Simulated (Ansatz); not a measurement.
The system is Ni.

```
Ni
1.0
     2.44802    0.00000    0.00000
    -1.22401    2.12005    0.00000
     0.00000    0.00000    4.07281
Ni
2
Direct
  0.66667 0.33333 0.75000
  0.33333 0.66667 0.25000
```

This isn't the form of Ni at room conditions, which is fcc.

Base run:

| Quantity | Value |
| --- | --- |
| Program | Ansatz 0.2.0 |
| Functional | PBEsol |
| Potentials or basis | Ansatz PAW |
| Cutoff | 420 eV (not typed: the program's choice for these potentials) |
| k mesh | 10 × 10 × 6 |
| Occupations | fermi-dirac, width 0.05 eV |
| Spin | collinear spin, ferromagnetic start |
| Starting moments | [1.5, 1.5] μB |
| Fixed moment | 3 μB |

Its results: pressure 8.7 GPa; site moments Ni +1.42 μB.

**Question.** The run is repeated on the same cell with these changes: fixed moment from 3 μB to 2.5 μB; moments at the start from [1.5, 1.5] to [1.25, 1.25]. What comes out?

**Answer.** Pressure 3.6 GPa; site moments Ni +1.22 μB.

Caveats: the total moment is fixed, so each spin has its own Fermi level; the PAW data sets come from PBE, with cores solved anew for the run's functional, which leaves a small shift of forces and pressure; the thresholds are loose for stress.
